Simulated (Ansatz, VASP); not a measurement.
**One calculation of Ti, two programs**

The input INCAR:

```
SYSTEM = Ti
  PREC = Accurate
  ENCUT = 520
  EDIFF = 1E-6
  ISMEAR = 0
  SIGMA = 0.15
  LREAL = .FALSE.
  LASPH = .TRUE.
  NELM = 60
  ALGO = Normal
  ISIF = 2
  LWAVE = .FALSE.
  LCHARG = .TRUE.
  GGA = PS
  LELF = .TRUE.
  LVHAR = .TRUE.
  NBANDS = 12
```

The input KPOINTS:

```
regular mesh
0
G
  22 22 22
  0 0 0
```

Contents of POSCAR:

```
Ti
1.0
   -1.5525366027      1.5525366027      1.4407539673
    1.5525366027     -1.5525366027      1.4407539673
    1.5525366027      1.5525366027     -1.4407539673
Ti
1
Direct
    0.0000000000      0.0000000000      0.0000000000
```

Input for Ansatz:

```yaml
crystal:
  lattice:
    - [-1.5525366027, 1.5525366027, 1.4407539673]
    - [1.5525366027, -1.5525366027, 1.4407539673]
    - [1.5525366027, 1.5525366027, -1.4407539673]
  atoms:
    - { symbol: Ti, position: [0.0, 0.0, 0.0] }
basis:
  ecutwfc: 520.0
kpoints:
  mp_grid: { grid: [22, 22, 22] }
hamiltonian:
  xc: pbesol
  pseudopotentials: { kind: paw, azcp: { folder: soft_1 } }
scf:
  occupations: { method: gaussian, width: 0.15 }
output:
  forces: true
  stress: true
  eigenvalues: true
```

Alike in both runs: task single point; functional PBEsol; k mesh 22 × 22 × 22; occupations gaussian, width 0.15 eV; no spin polarisation.

|  | VASP | Ansatz |
| --- | --- | --- |
| version | VASP 6.6.1 | Ansatz 0.2.0 |
| potentials or method | VASP PAW PBE potentials, release 64 (Ti_sv) | scalar-relativistic, plane waves, PAW |
| plane-wave cutoff (eV) | 520 | 520 |
| valence electrons in the cell | 12 | 12 |

```csv
,VASP,Ansatz,Ansatz less VASP
gap on the k mesh at the Fermi level (eV),none,none,-
pressure (GPa),25.5,26.1,+0.58
largest component of the traceless stress (GPa),1.46,1.41,-0.054
```

A gap of «none» marks a metal or a gap that the smearing closes. Ansatz warned: «pseudo_functional_mismatch».

Caveats: so large a pressure means that the cell lies far from this level's equilibrium, or that cutoff or potentials fall short (VASP); the potentials were made for another functional, which shifts forces and pressure (VASP).
